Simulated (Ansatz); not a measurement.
A 2-atom cell of LiBr started from a crystallographic database (r2SCAN geometry), in Ansatz:

```cif
data_structure
_symmetry_space_group_name_H-M 'Fm-3m'
_symmetry_Int_Tables_number 225
_cell_length_a 5.4791
_cell_length_b 5.4791
_cell_length_c 5.4791
_cell_angle_alpha 90.000
_cell_angle_beta 90.000
_cell_angle_gamma 90.000
_cell_volume 164.49
loop_
_atom_site_label
_atom_site_type_symbol
_atom_site_symmetry_multiplicity
_atom_site_Wyckoff_symbol
_atom_site_fract_x
_atom_site_fract_y
_atom_site_fract_z
_atom_site_occupancy
Li1 Li 4 a 0.00000 0.00000 0.00000 1
Br1 Br 4 b 0.50000 0.00000 0.00000 1
```

G0W0@PBE with 154 empty bands, a screening cutoff of 140 eV and a 4×4×4 mesh (PAW, contour deformation) gives 7.193 eV over the mesh points, from a PBE gap of 4.988 eV; it sums over 159 bands with 169 plane waves in the screening and a wave cutoff of 420 eV. G0W0 values are finite-basis, finite-mesh values. Calculated for a static, non-magnetic cell.

Q: Estimate the gap with mesh 6×6×6, empty bands 66, screening cutoff 80 eV.

A: 6.997 eV (-0.196 eV), from a Kohn-Sham gap of 4.991 eV.

Q: Estimate the gap with frequency model Godby-Needs pole.

A: 7.160 eV (-0.033 eV), from a Kohn-Sham gap of 4.988 eV.

Q: Estimate the gap with starting point LDA.

A: 7.026 eV (-0.167 eV), from a Kohn-Sham gap of 4.690 eV.

Q: Estimate the gap with empty bands 66, screening cutoff 80 eV.

A: 6.994 eV (-0.199 eV), from a Kohn-Sham gap of 4.988 eV.

Spin-orbit coupling is left out.
